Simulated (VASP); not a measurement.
Set up this calculation in VASP 6.6.1, as the native input.

```yaml
Task: single point
Functional: PBE
Potentials_or_basis: VASP PAW PBE potentials, release 64 (Ba_sv, Te)
Cutoff: 520 eV
k_mesh: 7 × 7 × 7
Occupations: fermi-dirac, width 0.0195 eV
Spin: non-collinear spin, zero start, spin-orbit coupling
Starting_moments: "[[0.0, 0.0, 0.0], [0.0, 0.0, 0.0]] μB"
Dipole_correction: no
Further_INCAR_settings: ALGO = Normal; EDIFF = 1e-07; NBANDS = 28
```

The structure of BaTe lies in POSCAR:

```
BaTe
1.0
    0.0000000000      3.3804166000      3.3804166000
    3.3804166000      0.0000000000      3.3804166000
    3.3804166000      3.3804166000      0.0000000000
Ba Te
1 1
Direct
    0.0000000000      0.0000000000      0.0000000000
    0.5000000000      0.5000000000      0.5000000000
```

One way to write it, as run:

INCAR

```
SYSTEM = BaTe
ALGO     = Normal         ! electronic algorithm
EDIFF    = 1E-7           ! SCF threshold, eV
ENCUT    = 520            ! plane-wave cutoff, eV
GGA      = PE             ! functional
GGA_COMPAT= .FALSE.      
ISIF     = 2              ! what is computed and relaxed
ISMEAR   = -1             ! smearing method
LASPH    = .TRUE.         ! aspherical terms in the spheres
LCHARG   = .FALSE.        ! write CHGCAR
LORBIT   = 11             ! projections on sites
LORBMOM  = .TRUE.       
LREAL    = .FALSE.        ! projectors in reciprocal space
LSORBIT  = .TRUE.         ! spin-orbit coupling
LWAVE    = .FALSE.        ! write WAVECAR
MAGMOM   = 0 0 0 0 0 0    ! initial moments
NBANDS   = 28             ! bands
NELM     = 150            ! most SCF steps
PREC     = Accurate       ! precision mode
SIGMA    = 0.0195         ! smearing width, eV
```

KPOINTS

```
k-points
0
G
  7 7 7
  0 0 0
```

Potentials or basis: VASP PAW PBE potentials, release 64 (Ba_sv, Te).

Run with:

```bash
$ cat potpaw_PBE.64/Ba_sv/POTCAR potpaw_PBE.64/Te/POTCAR > POTCAR
$ mpirun -np 1 vasp_ncl > vasp.out
```

It gave:

```
Pressure                                              : 5.5 GPa
Net moment                                            : 0.00 μB per cell
Valence electrons inside the program's atomic spheres : Ba 7.96; Te 3.52
```

It took 3.6 min on 1 thread of Intel(R) Xeon(R) Platinum 8375C CPU @ 2.90GHz (Ice Lake), with other jobs on the host, peak memory 0.41 GiB.
